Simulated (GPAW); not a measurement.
CsPbCl3:

```
CELL_PARAMETERS angstrom
5.60500 0.00000 0.00000
0.00000 5.60500 0.00000
0.00000 0.00000 5.60500
ATOMIC_POSITIONS crystal
Pb 0.50000 0.50000 0.50000
Cs 0.00000 0.00000 0.00000
Cl 0.50000 0.00000 0.50000
Cl 0.00000 0.50000 0.50000
Cl 0.50000 0.50000 0.00000
```

Base run:

| Property | Result |
| --- | --- |
| Program | GPAW 26.7.0 |
| Functional | SCAN |
| Potentials or basis | GPAW PAW data sets (gpaw-data 1.2.1) |
| Cutoff | 600 eV |
| Basis | pw |
| k mesh | 5 × 5 × 5 |
| Occupations | fermi-dirac, width 0.05 eV |
| Spin | no spin polarisation |

Its results: band gap on the k mesh 3.21 eV, direct; pressure 0.5 GPa.

Q: The run is repeated on the same cell with these changes: functional from SCAN to PBE. What comes out?

A: Band gap on the k mesh 2.90 eV, direct; pressure 1.6 GPa.

SCAN gives the wider gap, since meta-GGAs in the generalised Kohn-Sham scheme recover part of the derivative discontinuity.

Caveats: spin-orbit coupling is left out, which as a rule narrows the gap of such compounds by several tenths of an eV; an odd mesh through Γ misses points on the zone boundary, where band edges often lie; the PAW data sets were made with another functional, which shifts forces and pressure a little (some runs).
